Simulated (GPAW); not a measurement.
Crystal: PtS2.

```
CELL_PARAMETERS angstrom
3.54320 0.00000 0.00000
-1.77160 3.06850 0.00000
0.00000 0.00000 5.03880
ATOMIC_POSITIONS crystal
Pt 0.00000 0.00000 0.00000
S 0.66667 0.33333 0.77300
S 0.33333 0.66667 0.22700
```

```yaml
Program: GPAW 26.7.0
Task: relaxation of cell and atoms
Functional: RPBE
Dispersion: D3(BJ)
Potentials_or_basis: the program's PAW data sets (release 1.2.1) made for this functional
Cutoff: 600 eV
Basis: pw
k_mesh: 6 × 6 × 4
Occupations: fermi-dirac, width 0.05 eV
Spin: no spin polarisation
```

At the start: pressure -2.4 GPa; volume 18.26 Å³/atom.

Where does the relaxation end?

Over 12 steps the energy falls by 219.6 meV/atom and the volume is 14.11 Å³/atom (-22.7 %); space group P-3m1 (No. 164, to 0.05 Å).

The path:
| step | energy change (eV) | largest force (eV/Å) | pressure (GPa) | volume (Å³) |
| --- | --- | --- | --- | --- |
| 1 | 0.0000 | 0.9612 | -2.44 | 54.78 |
| 2 | -0.0295 | 0.8326 | -3.06 | 54.57 |
| 3 | -0.2060 | 0.3265 | -7.47 | 51.38 |
| 4 | -0.2367 | 0.3226 | -6.35 | 50.27 |
| 5 | -0.2980 | 0.0648 | 0.83 | 46.67 |
| 6 | -0.3136 | 0.1880 | 1.64 | 46.49 |
| 7 | -0.4431 | 0.8883 | 6.03 | 44.56 |
| 8 | -0.5490 | 1.2078 | 8.02 | 42.63 |
| 9 | -0.5970 | 0.8074 | 9.23 | 40.87 |
| 10 | -0.6320 | 0.5798 | 1.13 | 42.74 |
| 11 | -0.6507 | 0.3393 | 0.92 | 42.54 |
| 12 | -0.6589 | 0.0279 | 0.00 | 42.32 |

Final structure:
```xyz
3
Lattice="3.4725 0.0000 0.0000 -1.7363 3.0073 0.0000 0.0000 0.0000 4.0526" Properties=species:S:1:pos:R:3 pbc="T T T"
Pt    0.0000    0.0000    0.0000
S     1.7363    1.0024    2.8428
S     0.0000    2.0049    1.2098
```

Caveat: later steps reuse the first step's grids; the volume moved by over 15 % at a fixed basis, so the end points are rough; the volume moved by -23 % from the deposited cell, more than functionals usually miss; pairwise dispersion overbinds metals, which lowers pressure and volume.
